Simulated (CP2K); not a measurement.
# CdTe (F-43m) in CP2K: further runs, part 2 of 2

CP2K 2026.2. The steps go on from the part before.

**3. Band structure, PBEsol**

Contents of cdte_bands.inp:

```
&GLOBAL
  PROJECT cdte_bands
  RUN_TYPE ENERGY_FORCE
  PRINT_LEVEL LOW
&END GLOBAL
&FORCE_EVAL
  METHOD QS
  STRESS_TENSOR ANALYTICAL
  &DFT
    BASIS_SET_FILE_NAME BASIS_MOLOPT_UZH
    POTENTIAL_FILE_NAME POTENTIAL_UZH
    &MGRID
      CUTOFF 450
      REL_CUTOFF 60
      NGRIDS 4
    &END MGRID
    &QS
      METHOD GPW
      EPS_DEFAULT 1.0E-9
    &END QS
    &KPOINTS
      SCHEME MONKHORST-PACK 7 7 7
      GAMMA_CENTERED T
      SYMMETRY T
      SYMMETRY_BACKEND SPGLIB
    &END KPOINTS
    &SCF
      SCF_GUESS ATOMIC
      EPS_SCF 1.0E-6
      MAX_SCF 100
      ADDED_MOS 10
      CHOLESKY OFF
      EPS_EIGVAL 1.0E-7
      &DIAGONALIZATION ON
        ALGORITHM STANDARD
      &END DIAGONALIZATION
      &MIXING ON
        METHOD BROYDEN_MIXING
        ALPHA 0.4
        BETA 1.5
        NBUFFER 8
      &END MIXING
      &SMEAR ON
        METHOD FERMI_DIRAC
        ELECTRONIC_TEMPERATURE [K] 116.045
      &END SMEAR
    &END SCF
    &XC
      &XC_FUNCTIONAL
        &GGA_X_PBE_SOL
        &END GGA_X_PBE_SOL
        &GGA_C_PBE_SOL
        &END GGA_C_PBE_SOL
      &END XC_FUNCTIONAL
    &END XC
    &PRINT
      &KPOINTS ON
      &END KPOINTS
      &MULLIKEN ON
      &END MULLIKEN
      &MO ON
        ENERGIES T
        OCCUPATION_NUMBERS T
        &EACH
          QS_SCF 0
        &END EACH
        ADD_LAST NUMERIC
      &END MO
      &BAND_STRUCTURE
        FILE_NAME bands.bs
        ADDED_MOS 6
        &KPOINT_SET
          UNITS B_VECTOR
          NPOINTS 8
          SPECIAL_POINT GAMMA 0.00000000 0.00000000 0.00000000
          SPECIAL_POINT X 0.50000000 0.00000000 0.50000000
          SPECIAL_POINT W 0.50000000 0.25000000 0.75000000
          SPECIAL_POINT K 0.37500000 0.37500000 0.75000000
          SPECIAL_POINT GAMMA 0.00000000 0.00000000 0.00000000
          SPECIAL_POINT L 0.50000000 0.50000000 0.50000000
          SPECIAL_POINT U 0.62500000 0.25000000 0.62500000
          SPECIAL_POINT W 0.50000000 0.25000000 0.75000000
          SPECIAL_POINT L 0.50000000 0.50000000 0.50000000
          SPECIAL_POINT K 0.37500000 0.37500000 0.75000000
        &END KPOINT_SET
        &KPOINT_SET
          UNITS B_VECTOR
          NPOINTS 8
          SPECIAL_POINT U 0.62500000 0.25000000 0.62500000
          SPECIAL_POINT X 0.50000000 0.00000000 0.50000000
        &END KPOINT_SET
      &END BAND_STRUCTURE
    &END PRINT
  &END DFT
  &SUBSYS
    &CELL
      A 4.5325544674 0.0000000000 0.0000000000
      B 2.2662772337 3.9253073128 0.0000000000
      C 2.2662772337 1.3084357709 3.7008152255
      PERIODIC XYZ
    &END CELL
    &COORD
      SCALED
      Te  0.7500000000 0.7500000000 0.7500000000
      Cd  0.0000000000 0.0000000000 0.0000000000
    &END COORD
    &KIND Te
      BASIS_SET TZVP-MOLOPT-PBE-GTH-q6
      POTENTIAL GTH-PBE-q6
    &END KIND
    &KIND Cd
      BASIS_SET TZVP-MOLOPT-PBE-GTH-q12
      POTENTIAL GTH-PBE-q12
    &END KIND
    &PRINT
      &ATOMIC_COORDINATES ON
      &END ATOMIC_COORDINATES
      &CELL ON
      &END CELL
    &END PRINT
  &END SUBSYS
  &PRINT
    &FORCES ON
    &END FORCES
    &STRESS_TENSOR ON
    &END STRESS_TENSOR
  &END PRINT
&END FORCE_EVAL
```

Potentials or basis: POTENTIAL_UZH Te GTH-PBE-q6, Cd GTH-PBE-q12; TZVP-MOLOPT-PBE-GTH basis.

Started as:

```bash
$ OMP_NUM_THREADS=2 cp2k.psmp -i cdte_bands.inp -o cdte_bands.out
```

cdte_bands.out:

```text

 CP2K| version string:                                       CP2K version 2026.2
 CP2K| Input file name                                            cdte_bands.inp

 GLOBAL| Force Environment number                                              1
 GLOBAL| Basis set file name                                    BASIS_MOLOPT_UZH
 GLOBAL| Potential file name                                       POTENTIAL_UZH
 GLOBAL| MM Potential file name                                     MM_POTENTIAL
 GLOBAL| Coordinate file name                                      __STD_INPUT__
 GLOBAL| Method name                                                        CP2K
 GLOBAL| Project name                                                 cdte_bands
 GLOBAL| Run type                                                   ENERGY_FORCE
 GLOBAL| FFT library                                                       FFTW3
[... 5 lines left out ...]
 GLOBAL| Global print level                                                  LOW
 GLOBAL| Total number of message passing processes                             1
 GLOBAL| Number of threads for this process                                    2
 GLOBAL| CPU model name                                                  UNKNOWN

 CELL| Volume [angstrom^3]:                                            65.843680
 CELL| Vector a [angstrom]:       4.533     0.000     0.000   |a| =     4.532554
 CELL| Vector b [angstrom]:       2.266     3.925     0.000   |b| =     4.532554
 CELL| Vector c [angstrom]:       2.266     1.308     3.701   |c| =     4.532554
 CELL| Angle (b,c), alpha [degree]:                                    60.000000
 CELL| Angle (a,c), beta  [degree]:                                    60.000000
 CELL| Angle (a,b), gamma [degree]:                                    60.000000
 CELL| Numerically orthorhombic:                                              NO
 CELL| Periodicity                                                           XYZ

 CELL_REF| Volume [angstrom^3]:                                        65.843680
 CELL_REF| Vector a [angstrom     4.533     0.000     0.000   |a| =     4.532554
 CELL_REF| Vector b [angstrom     2.266     3.925     0.000   |b| =     4.532554
 CELL_REF| Vector c [angstrom     2.266     1.308     3.701   |c| =     4.532554
 CELL_REF| Angle (b,c), alpha [degree]:                                60.000000
 CELL_REF| Angle (a,c), beta  [degree]:                                60.000000
 CELL_REF| Angle (a,b), gamma [degree]:                                60.000000
 CELL_REF| Numerically orthorhombic:                                          NO
 CELL_REF| Periodicity                                                       XYZ
[... 12 lines left out ...]
                             - Atoms:                                          2
[... 129 lines left out ...]
 MO|      5              -0.172332              -4.689399               2.000000
 MO|      6              -0.161303              -4.389291               2.000000
[... 349 lines left out ...]
 MO|     18               0.702853              19.125610               0.000000
 MO|     19               0.702871              19.126088               0.000000
 MO| Sum:                                                              18.000000
 MO| E(Fermi):            0.138555 a.u.          3.770285 eV
 MO| Band gap:            0.091368 a.u.          2.486247 eV

 [... the levels of further k-points ...]

 !-----------------------------------------------------------------------------!
                     Mulliken Population Analysis

 #  Atom  Element  Kind  Atomic population                           Net charge
       1     Te       1          6.569792                             -0.569792
       2     Cd       2         11.430208                              0.569792
 # Total charge                             18.000000                  0.000000

 !-----------------------------------------------------------------------------!

 KPOINTS| Band Structure Calculation
 KPOINTS| Number of k-point sets                                               2
 KPOINTS| Number of added MOs/bands                                            6
 KPOINTS| Number of k-points in set    1                                      73
 KPOINTS| In units of b-vector [2pi/Bohr]
 KPOINTS| Special point     1       GAMMA     0.000000     0.000000     0.000000
 KPOINTS| Special point     2           X     0.500000     0.000000     0.500000
 KPOINTS| Special point     3           W     0.500000     0.250000     0.750000
 KPOINTS| Special point     4           K     0.375000     0.375000     0.750000
 KPOINTS| Special point     5       GAMMA     0.000000     0.000000     0.000000
 KPOINTS| Special point     6           L     0.500000     0.500000     0.500000
 KPOINTS| Special point     7           U     0.625000     0.250000     0.625000
 KPOINTS| Special point     8           W     0.500000     0.250000     0.750000
 KPOINTS| Special point     9           L     0.500000     0.500000     0.500000
 KPOINTS| Special point    10           K     0.375000     0.375000     0.750000
 KPOINTS| Number of k-points in set    2                                       9
 KPOINTS| In units of b-vector [2pi/Bohr]
 KPOINTS| Special point     1           U     0.625000     0.250000     0.625000
 KPOINTS| Special point     2           X     0.500000     0.000000     0.500000

 ENERGY| Total FORCE_EVAL ( QS ) energy [hartree]            -54.159206615712733

 FORCES| Atomic forces [hartree/bohr]
 FORCES|   Atom     x               y               z               |f|
 FORCES|      1 -1.94372690E-08  6.55837160E-08 -2.70265760E-06   2.70352310E-06
 FORCES|      2  1.95282023E-08 -6.55342812E-08  2.70269657E-06   2.70356151E-06
 FORCES| Sum     9.09333621E-11  4.94348054E-11  3.89654049E-11
 FORCES| Total atomic force                                       1.10593757E-10

 STRESS| Analytical stress tensor [bar]
 STRESS|                        x                   y                   z
 STRESS|      x        2.88845332071E+04  -8.37084280051E-03  -2.68962160108E-02
 STRESS|      y       -8.37084280051E-03   2.88717351953E+04   6.11191781888E-02
 STRESS|      z       -2.68962160108E-02   6.11191781888E-02   2.88811637559E+04
 STRESS| 1/3 Trace                                             2.88791440528E+04
 STRESS| Determinant                                           2.40853481447E+13

 STRESS| Eigenvectors and eigenvalues of the analytical stress tensor [bar]
 STRESS|                        1                   2                   3
 STRESS| Eigenvalues   2.88717347938E+04   2.88811639365E+04   2.88845334279E+04
 STRESS|      x           0.000640421187      0.007998464494      0.999967806695
 STRESS|      y           0.999978798830      0.006474776023     -0.000692218161
 STRESS|      z          -0.006480104261      0.999947049519     -0.007994148333
```

Wall time 13 s (2 threads of Arm Neoverse V1, shared host); peak memory 0.32 GiB.

What came out:

```
Free energy             : -1473.7470 eV
Pressure                : 2.9 GPa
Band gap on the k mesh  : 0.73 eV, direct
Band gap along the path : 0.73 eV, direct
Mulliken charges        : Te -0.57; Cd +0.57 e
```

Levels at the corners of the path, in eV from the valence-band top:
| point | band 6 | band 7 | band 8 | band 9 | band 10 | band 11 | band 12 | band 13 |
| --- | --- | --- | --- | --- | --- | --- | --- | --- |
| Γ | -8.13 | 0.00 | 0.00 | 0.00 | 0.73 | 4.64 | 4.64 | 4.64 |
| X | -7.60 | -4.57 | -2.04 | -2.04 | 2.38 | 2.54 | 8.98 | 9.65 |
| W | -7.50 | -4.45 | -2.54 | -2.43 | 4.35 | 4.57 | 5.72 | 6.19 |
| K | -7.54 | -4.47 | -2.80 | -1.69 | 2.76 | 4.50 | 7.45 | 7.69 |
| Γ | -8.13 | 0.00 | 0.00 | 0.00 | 0.73 | 4.64 | 4.64 | 4.64 |
| L | -7.74 | -4.74 | -0.85 | -0.85 | 1.74 | 5.15 | 5.15 | 7.09 |
| U | -7.54 | -4.47 | -2.80 | -1.69 | 2.76 | 4.50 | 7.45 | 7.69 |
| W | -7.50 | -4.45 | -2.54 | -2.43 | 4.35 | 4.57 | 5.72 | 6.19 |
| L | -7.74 | -4.74 | -0.85 | -0.85 | 1.74 | 5.15 | 5.15 | 7.09 |
| K | -7.54 | -4.47 | -2.80 | -1.69 | 2.76 | 4.50 | 7.45 | 7.69 |
| U | -7.54 | -4.47 | -2.80 | -1.69 | 2.76 | 4.50 | 7.45 | 7.69 |
| X | -7.60 | -4.57 | -2.04 | -2.04 | 2.38 | 2.54 | 8.98 | 9.65 |

Caveat: Mulliken charges move with the basis; the potentials were made for another functional, which shifts forces and pressure; spin-orbit coupling is left out, which moves the levels of the heavy elements; the basis of atomic orbitals isn't converged, which shifts pressures, moduli and gaps.

**4. Comparison with measurements**

Step 2. Against the measured gap of CdTe, 1.607 eV (0 K; a printed reference work, data compilation), the calculated 0.65 eV is off by -0.96 eV. Spin-orbit coupling on Cd, Te is left out. The value is that of LDA in an atomic basis (GTH_POTENTIALS Te GTH-PADE-q6, Cd GTH-PADE-q12; TZVP-MOLOPT-PBE-GTH basis), whose error adds to the functional's,, without temperature or zero-point motion. Semilocal functionals fall short of measured gaps as a rule.

Step 3. Against the measured gap of CdTe, 1.607 eV (0 K; a printed reference work, data compilation), the calculated 0.73 eV is off by -0.88 eV. Spin-orbit coupling on Cd, Te is left out. The value is that of PBEsol in an atomic basis (POTENTIAL_UZH Te GTH-PBE-q6, Cd GTH-PBE-q12; TZVP-MOLOPT-PBE-GTH basis), whose error adds to the functional's,, without temperature or zero-point motion. Semilocal functionals fall short of measured gaps as a rule.
